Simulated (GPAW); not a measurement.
Set up this calculation in GPAW 26.7.0, as an ASE script.

| Quantity | Value |
| --- | --- |
| Task | single point |
| Functional | PBE |
| Potentials or basis | GPAW PAW data sets (gpaw-data 1.2.1) |
| Cutoff | 450 eV |
| Basis | pw |
| k mesh | 9 × 9 × 9 |
| Occupations | fermi-dirac, width 0.05 eV |
| Spin | no spin polarisation |
| Maxiter | 120 |
| Convergence | default |

Crystal: Si2Mo.

```
Mo Si
1.0
    -1.60000    1.60000    3.93050
     1.60000   -1.60000    3.93050
     1.60000    1.60000   -3.93050
Mo Si
1 2
Direct
  0.00000 0.00000 0.00000
  0.66700 0.66700 0.00000
  0.33300 0.33300 0.00000
```

The input as run:

run.py

```python
from ase import Atoms
from ase.dft.bandgap import bandgap
from ase.io import write
from ase.units import GPa
from gpaw import GPAW, PW

atoms = Atoms(['Mo', 'Si', 'Si'],
              cell=[[-1.6, 1.6, 3.9305],
                    [1.6, -1.6, 3.9305],
                    [1.6, 1.6, -3.9305]],
              scaled_positions=[[0.0, 0.0, 0.0],
                                [0.667, 0.667, 0.0],
                                [0.333, 0.333, 0.0]],
              pbc=True)

calc = GPAW(mode=PW(450),
            xc='PBE',
            kpts={'size': (9, 9, 9), 'gamma': True},
            occupations={'name': 'fermi-dirac', 'width': 0.05},
            nbands=23,
            maxiter=120,
            txt='gpaw.txt')
atoms.calc = calc
energy = atoms.get_potential_energy()
forces = atoms.get_forces()
stress = atoms.get_stress()
calc.write('gs.gpw')
write('result.traj', atoms)
print(f'Energy: {energy:.6f} eV')
print('Forces (eV/A):')
print(forces.round(4))
print('Stress (GPa):', (stress / GPa).round(3))
print('Fermi level:', round(calc.get_fermi_level(), 4), 'eV')
print(f'Gap: {bandgap(calc)[0]:.4f} eV, direct: {bandgap(calc, direct=True)[0]:.4f} eV')
```

Potentials or basis: GPAW PAW data sets (gpaw-data 1.2.1), pw.

The run is started by

```sh
$ OMP_NUM_THREADS=1 python run.py
```

Results of the run:

The pressure is 2.7 GPa. The largest force is 0.291 eV/Å. The band gap on the k mesh is none (metal or under the smearing width).

Caveat: the cutoff is short for stress and forces, so pressures can be off by a GPa or more.

Run time: 55 s on 1 thread of AMD EPYC 7R43 64-Core Processor (Zen 3), with other jobs on the host, peak memory 0.18 GiB.
